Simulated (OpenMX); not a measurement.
## Li2S under changes of volume

One of the cells (15.650 Å³/atom); the others are scaled copies at fixed shape and fractional positions:

```
S Li
1.0
     0.00000    2.86334    2.86334
     2.86334    0.00000    2.86334
     2.86334    2.86334    0.00000
S Li
1 2
Direct
  0.00000 0.00000 0.00000
  0.75000 0.75000 0.75000
  0.25000 0.25000 0.25000
```

| Item | Value |
| --- | --- |
| Program | OpenMX 3.8.5 |
| Functional | PBE |
| Potentials or basis | OpenMX 2013 PBE set, S7.0-s2p2d1f1, Li8.0-s3p2, fixed grid of 35 × 35 × 35 points |
| k mesh | 9 × 9 × 9 |
| Occupations | fermi-dirac, width 0.05 eV |
| Spin | no spin polarisation |

| volume (Å³/atom) | energy over the lowest point (meV/atom) | gap on the mesh (eV) |
| --- | --- | --- |
| 14.423 | ? | ? |
| 14.730 | 9.76 | 3.76 |
| 15.037 | 4.48 | 3.79 |
| 15.650 | 0.00 | 3.85 |
| 15.957 | 0.26 | 3.87 |
| 16.264 | 2.02 | 3.89 |

What does the run at 14.423 Å³/atom give?

Energy over the lowest point 17.15 meV/atom; gap on the mesh 3.73 eV.

Worked out: A Birch-Murnaghan fit of order 3 (a polynomial in V^(-2/3)) to the other rows has its minimum at 15.74 Å³/atom with B0 = V·E''(V) = 42 GPa and B' = 5.4. It gives 17.40 meV/atom at 14.423 Å³/atom, against the run's 17.15. A straight line through the other rows of the gap, of slope 1.33 eV per unit of ln V, extrapolates to 3.73 eV, against the run's 3.73.

Energies are extrapolated to zero smearing.

Caveats: an odd mesh through Γ misses points on the zone boundary, where band edges often lie; the basis of atomic orbitals isn't converged, which shifts pressures, moduli and gaps.
